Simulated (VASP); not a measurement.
Wanted: the native input for a VASP 6.6.1 run.

```yaml
Task: relaxation of cell and atoms
Functional: LDA
Potentials_or_basis: VASP PAW LDA potentials, release 64 (B)
Cutoff: 600 eV
k_mesh: 9 × 9 × 8
Occupations: gaussian, width 0.03 eV
Spin: no spin polarisation
Further_INCAR_settings: ALGO = Normal; EDIFF = 1e-07; IBRION = 2; EDIFFG = -0.005; NSW = 90; ISIF = 3
```

The structure of B lies in POSCAR:

```
B                                       
1.0
    2.4215531739      1.3980843768      4.1323294171
   -2.4215531739      1.3980843768      4.1323294171
    0.0000000000     -2.7961687536      4.1323294171
  B             
    12
Direct
     0.0104686129705694    0.6542609722495673    0.0104686129705686
     0.0104686129705686    0.0104686129705686    0.6542609722495680
     0.6542609722495673    0.0104686129705694    0.0104686129705686
     0.9895313870294307    0.3457390277504327    0.9895313870294313
     0.3457390277504327    0.9895313870294307    0.9895313870294313
     0.9895313870294313    0.9895313870294313    0.3457390277504320
     0.2215197855513668    0.6299575818044347    0.2215197855513660
     0.2215197855513660    0.2215197855513660    0.6299575818044356
     0.6299575818044347    0.2215197855513668    0.2215197855513660
     0.7784802144486332    0.3700424181955654    0.7784802144486339
     0.3700424181955654    0.7784802144486332    0.7784802144486339
     0.7784802144486339    0.7784802144486339    0.3700424181955646
```

The input as run:

INCAR

```
SYSTEM = B
  ALGO = Normal
  EDIFF = 1E-7
  EDIFFG = -0.005
  ENCUT = 600
  IBRION = 2
  ISIF = 3
  ISMEAR = 0
  KPAR = 4
  LASPH = .True.
  LCHARG = .False.
  LREAL = .False.
  LWAVE = .False.
  NELM = 80
  NSW = 90
  PREC = Accurate
  SIGMA = 0.03
```

KPOINTS

```
k-points
0
Gamma
  9 9 8
  0 0 0
```

Potentials or basis: VASP PAW LDA potentials, release 64 (B).

The run is started by

```sh
$ cat potpaw_LDA.64/B/POTCAR > POTCAR
$ mpirun -np 4 vasp_std > vasp.out
```

It gave:

```
Pressure after relaxing : 0.0 GPa
Band gap on the k mesh  : 1.50 eV, indirect (least direct gap 1.72 eV)
```

Caveat: the relaxation stopped at its first step, so nothing moved; an odd mesh through Γ misses points on the zone boundary, where band edges often lie.

It took 61 s on 4 MPI ranks on Intel(R) Xeon(R) 6975P-C (Granite Rapids) (shared host), peak memory 0.41 GiB a rank.
